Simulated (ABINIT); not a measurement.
Crystal: ZrC.

```
Zr C
1.0
     0.00000    2.36500    2.36500
     2.36500    0.00000    2.36500
     2.36500    2.36500    0.00000
Zr C
1 1
Direct
  0.50000 0.50000 0.50000
  0.00000 0.00000 0.00000
```

```yaml
Program: ABINIT 10.8.3 (patched build)
Task: relaxation of cell and atoms
Functional: PBEsol
Potentials_or_basis: JTH PAW PBE v2.0
Cutoff: 517 eV
k_mesh: 8 × 8 × 8
Occupations: fermi-dirac, width 0.05 eV
Spin: no spin polarisation
```

At the start: pressure -8.5 GPa; volume 13.23 Å³/atom.

Problem. Where does the relaxation end?

Solution. Over 4 steps the energy falls by 13.5 meV/atom and the volume is 12.72 Å³/atom (-3.8 %); space group Fm-3m (No. 225, to 0.05 Å).

The path:
```
step  energy change (eV)  largest force (eV/Å)  pressure (GPa)  volume (Å³)
   1              0.0000                0.0000           -8.50        26.46
   2             -0.0242                0.0000           -2.97        25.77
   3             -0.0271                0.0000            0.15        25.43
   4             -0.0271                0.0000            0.00        25.44
```

Final structure:
```xyz
2
Lattice="0.0000 2.3344 2.3344 2.3344 0.0000 2.3344 2.3344 2.3344 0.0000" Properties=species:S:1:pos:R:3 pbc="T T T"
Zr    2.3344    2.3344    2.3344
C     0.0000    0.0000    0.0000
```

Caveat: the PAW data sets were made with another functional, which shifts forces and pressure a little.
